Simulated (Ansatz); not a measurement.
An element in the bcc structure gives these cold pressures by all-electron LAPW under PBE (Ansatz 0.2.0, scalar-relativistic, no spin polarisation).

| V (Å³/atom) | P (GPa) |
| --- | --- |
| 37.82 | 0.03 |
| 34.79 | 2.56 |
| 31.77 | 5.91 |
| 28.74 | 10.18 |
| 25.71 | 16.25 |
| 22.69 | 27.2 |
| 19.66 | 48.0 |
| 17.02 | 91.6 |

Problem. Which element is it?

Solution. La. Its zero-pressure volume in this structure is near 37.8 Å³/atom; the volume and the steepness of P(V) together point to it, though neighbours can come close. Neighbours weren't tried against these numbers.
